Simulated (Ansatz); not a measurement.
System: GaAs (honeycomb monolayer).

The cell holds 2 atoms: 1 Ga and 1 As. Cell: a = 4.043 Å, b = 4.043 Å, c = 24.400 Å, α = 90.0°, β = 90.0°, γ = 120.0°. Vacuum lies along c.

```xyz
2
Lattice="4.0435 0.0000 0.0000 -2.0217 3.5017 0.0000 0.0000 0.0000 24.4000" Properties=species:S:1:pos:R:3
Ga    0.0000    2.3345   11.9090
As    2.0217    1.1672   12.4910
```

The structure was relaxed with PBE. The runs that relaxed it are not among those shown.

Gaps computed with Ansatz 0.2.0 without a self-energy: PBE 1.12 eV, PBE+SOC 1.12 eV and HSE06 1.98 eV.

Estimate the G0W0@PBE gap with 6×6×1 mesh, 669 empty bands, screening to 90 eV, PAW set soft_1 files.

About 2.13 eV: on its mesh the run moves the gap from 1.12 eV by +1.01 eV. Among the scalar-relativistic levels given, HSE06 is nearest (−0.15 eV). Bands and cutoff are finite, so the gap is not at the basis limit. The miss can reach some tenths of an eV and take either sign; the mesh is an error of its own. The mesh in the plane is coarse for a sheet; gap and any exciton binding can still move on denser ones. The many-body steps are scalar-relativistic: spin-orbit coupling is not in them.

[Paths, hosts, dates, memory and timing lines, banners, echoed tables and standing remarks are left out of the program output.]

[Logs are printed without paths, hosts, clocks, repeated set-up lines and the standing remarks that a program may print on its own settings, such as how far it seeks lower states.]

[Runs of the session that timed out or met a known fault of the program may be left out.]

[Cells called generated may have been cut or substituted from an entry of the Crystallography Open Database or the Materials Project.]

[Hosts, paths, dates, database ids (printed as entryN), source tags and the programs' standing remarks are cut or masked in the printed files.]
